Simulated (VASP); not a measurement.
A run of VASP 6.6.1:

File INCAR:

```
ALGO = Normal
EDIFF = 1E-7
EDIFFG = -0.02
ENCUT = 600
GGA = RE
IBRION = 2
ISIF = 3
ISMEAR = -1
LASPH = T
LCHARG = F
LREAL = F
LWAVE = F
NELM = 100
NSW = 40
PREC = Accurate
SIGMA = 0.05
```

Contents of KPOINTS:

```
k-points
0
Gamma
  7 7 5
```

Contents of POSCAR:

```
AlN
1.0
    3.1130000000      0.0000000000      0.0000000000
   -1.5565000000      2.6959370820      0.0000000000
    0.0000000000      0.0000000000      4.9810000000
Al N
2 2
Direct
    0.6666666667      0.3333333333      0.5000000000
    0.3333333333      0.6666666667      0.0000000000
    0.6666666667      0.3333333333      0.8800000000
    0.3333333333      0.6666666667      0.3800000000
```

Potentials or basis: VASP PAW PBE potentials, release 64 (Al, N).

Launch:

```console
$ cat potpaw_PBE.64/Al/POTCAR potpaw_PBE.64/N/POTCAR > POTCAR
$ mpirun -np 1 vasp_std > vasp.out
```

Hardware: 1 thread of Intel(R) Xeon(R) Platinum 8375C CPU @ 2.90GHz (Ice Lake), with other jobs on the host.

Task: How long does it take, and how much memory?

Result: It took 28 s on 1 thread of Intel(R) Xeon(R) Platinum 8375C CPU @ 2.90GHz (Ice Lake), with other jobs on the host, peak memory 0.17 GiB. Counts: scf iterations 30, k points 24, ion steps 3.
